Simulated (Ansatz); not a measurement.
## LiCl (zincblende): gap against strain (epitaxial in the xy plane)

LiCl built on the zincblende prototype, relaxed with r2SCAN in the PAW code Ansatz, then strained (epitaxial in the xy plane; changes of length per length, axes as in the cell below) with the atoms relaxed again within the symmetry that is left. Space group F-43m (No. 216), cubic; conventional cell a = 5.466 Å, 20.41 Å³ an atom. Li is surrounded by 4 Cl at 2.37 Å; Cl is surrounded by 4 Li at 2.37 Å. Note: simulated data, non-magnetic, for a generated structure that need not be the stable one.

```yaml
crystal:
  lattice:
    - [0.00000, 2.73304, 2.73304]
    - [2.73304, 0.00000, 2.73304]
    - [2.73304, 2.73304, 0.00000]
  atoms:
    - { symbol: Li, position: [0.00000, 0.00000, 0.00000] }
    - { symbol: Cl, position: [0.25000, 0.25000, 0.25000] }
```

Gaps are the least over each mesh (PBE 8×8×8, r2SCAN 8×8×8, HSE06 6×6×6 when unstrained) and the special points, which keep their unstrained names; stress is the change from the unstrained cell, compression positive.

| strain (%) | free normal strain (%) | gap, PBE (eV) | gap, r2SCAN (eV) | gap, HSE06 (eV) | edges, HSE06 | in-plane stress, r2SCAN (GPa) | energy rise, r2SCAN (meV/atom) |
| --- | --- | --- | --- | --- | --- | --- | --- |
| -0.49 | +0.73 | 6.050 | 6.715 | 7.387 | Γ | +0.11 | 0.1 |
| 0.0 | 0.00 | 6.049 | 6.713 | 7.385 | Γ | 0.00 | 0.0 |
| +2.5 | -3.70 | 5.936 | 6.597 | 7.267 | Γ | -0.50 | 1.6 |
| +5.8 | -9.37 | 5.827 | 6.495 | 7.157 | Γ | -0.88 | 7.5 |

Between zero and the nearest strains the slope of the HSE06 gap against strain is -0.003 eV per percent for negative and -0.047 for positive strain.

The meshes of the hybrids are coarse, so their gaps aren't converged to the digits shown.
